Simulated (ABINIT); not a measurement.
Runs of ABINIT 10.8.3 (patched build) on WS2. It takes space group R3m (No. 160, trigonal). The conventional cell has a = 3.158 Å, b = 3.158 Å, c = 18.490 Å, α = 90.00°, β = 90.00°, γ = 120.00°. W (site symmetry 3m) is surrounded by 6 S at 2.39 to 2.42 Å. S (site symmetry 3m) has 3 W at 2.42 Å as nearest neighbours. S (site symmetry 3m) is surrounded by 3 W at 2.39 Å. Measurements of this composition are mostly on another form, of space group No. 194.

| level | gap on the mesh (eV) | pressure (GPa) | largest force (eV/Å) |
| --- | --- | --- | --- |
| revPBE | 1.10 | 6.6 | 0.62 |
| PBEsol | 1.02 | (b) | 0.60 |
| r2SCAN | 1.17 | 3.0 | 0.62 |
| RPBE | 1.11 | 7.3 | 0.62 |
| AM05 | 1.05 | -0.9 | 0.60 |
| PBE | 1.07 | 4.6 | 0.61 |
| BLYP | 1.08 | 12.3 | (a) |
| LDA | 0.99 | (c) | 0.58 |

Alike in all rows: task single point; potentials or basis JTH PAW PBE v2.0; no spin polarisation; cell as given; k mesh 10 × 10 × 10; cutoff (eV) 653; smearing fermi-dirac 0.05 eV.

Task: Fill in the values left out.

Result: (a) 0.90; (b) -0.4; (c) -3.2.

Caveats: spin-orbit coupling is left out, which moves the levels of the heavy elements; the PAW data sets were made with another functional, which shifts forces and pressure a little (some runs).

A k mesh can miss the band edges, and the runs leave out spin-orbit coupling on W.
